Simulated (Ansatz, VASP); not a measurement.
**One calculation of MnSi, two programs**

```
CELL_PARAMETERS angstrom
2.76713 0.00000 0.00000
0.00000 2.76713 0.00000
0.00000 0.00000 2.76696
ATOMIC_POSITIONS crystal
Mn 0.50000 0.50000 0.50000
Si 0.00000 0.00000 0.00000
```

Alike in both runs: functional PBEsol; k mesh 16 × 16 × 16; occupations gaussian, width 0.1 eV; no spin polarisation.

Ansatz relaxed the structure, and its values are those at the end. VASP's run is a single point on that final structure, the one shown.

|  | VASP | Ansatz |
| --- | --- | --- |
| version | VASP 6.6.1 | Ansatz 0.2.0 |
| potentials or method | VASP PAW PBE potentials, release 64 (Mn_pv, Si) | scalar-relativistic, plane waves, PAW |
| plane-wave cutoff (eV) | 520 | 420 |
| valence electrons in the cell | 17 | 19 |

Ansatz gave:

* gap on the k mesh at the Fermi level (eV): none
* pressure (GPa): 0.0

Problem. What did VASP give for the same quantities?

Solution. gap on the k mesh at the Fermi level (eV): none; pressure (GPa): 0.3.

A gap of «none» marks a metal or a gap that the smearing closes. The two sets of potentials don't hold the same shells in valence.

Caveats: the PAW data sets were made with another functional, which shifts forces and pressure a little (VASP). Spin polarisation is off, so any magnetic state and its effect on volume and gap are missing.
